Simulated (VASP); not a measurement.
## TaS2: band structure with revPBE

The system is TaS2.

```
Ta S
1.0
     3.35000    0.00000    0.00000
    -1.67500    2.90119    0.00000
     0.00000    0.00000    5.86000
Ta S
1 2
Direct
  0.00000 0.00000 0.00000
  0.66667 0.33333 0.75000
  0.33333 0.66667 0.25000
```

```yaml
Program: VASP 6.6.1
Task: band structure
Functional: revPBE
Potentials_or_basis: VASP PAW PBE potentials, release 64 (Ta_pv, S)
Cutoff: 520 eV
k_mesh: 9 × 9 × 5
Occupations: fermi-dirac, width 0.05 eV
Spin: no spin polarisation
Further_INCAR_settings: ALGO = Normal; EDIFF = 1e-06; NBANDS = 18
```

```yaml
Pressure: 11.1 GPa
Largest_force: 1.297 eV/Å
Band_gap_along_the_path: none (metal or under the smearing width)
```

Forces in eV/Å, atoms in the order of the input:
```
Ta   0.000  0.000  0.000
S    0.000  0.000 -1.297
S    0.000  0.000  1.297
```

Stress tensor (GPa, compression positive):
```
 9.42  0.00  0.00
 0.00  9.42  0.00
 0.00  0.00 14.46
```

Levels at the corners of the path, in eV from the Fermi level:
| point | band 9 | band 10 | band 11 | band 12 | band 13 | band 14 |
| --- | --- | --- | --- | --- | --- | --- |
| Γ | -1.37 | -0.82 | -0.82 | 0.04 | 0.04 | 0.30 |
| M | -4.12 | -3.48 | -2.29 | -0.82 | 2.47 | 3.02 |
| M | -4.12 | -3.48 | -2.29 | -0.82 | 2.47 | 3.02 |
| K | -3.85 | -3.85 | -3.22 | 1.19 | 2.14 | 2.14 |
| K | -3.85 | -3.85 | -3.22 | 1.19 | 2.14 | 2.14 |
| Γ | -1.37 | -0.82 | -0.82 | 0.04 | 0.04 | 0.30 |
| Γ | -1.37 | -0.82 | -0.82 | 0.04 | 0.04 | 0.30 |
| A | -3.54 | -0.96 | -0.96 | 0.01 | 0.01 | 1.23 |
| A | -3.54 | -0.96 | -0.96 | 0.01 | 0.01 | 1.23 |
| L | -4.25 | -2.29 | -2.02 | -1.24 | 2.46 | 3.01 |
| L | -4.25 | -2.29 | -2.02 | -1.24 | 2.46 | 3.01 |
| H | -3.79 | -3.59 | -3.59 | 1.27 | 1.49 | 1.49 |
| H | -3.79 | -3.59 | -3.59 | 1.27 | 1.49 | 1.49 |
| A | -3.54 | -0.96 | -0.96 | 0.01 | 0.01 | 1.23 |
| L | -4.25 | -2.29 | -2.02 | -1.24 | 2.46 | 3.01 |
| M | -4.12 | -3.48 | -2.29 | -0.82 | 2.47 | 3.02 |
| K | -3.85 | -3.85 | -3.22 | 1.19 | 2.14 | 2.14 |
| H | -3.79 | -3.59 | -3.59 | 1.27 | 1.49 | 1.49 |

It took 72 s on 1 thread of AMD EPYC 9R45 (Zen 5) (shared host), peak memory 0.2 GiB.

Caveat: the PAW data sets were made with another functional, which shifts forces and pressure a little; spin-orbit coupling is left out, which moves the levels of the heavy elements; this functional lacks dispersion, which binds the layers, so the pressure and a relaxed spacing across them are unreliable.
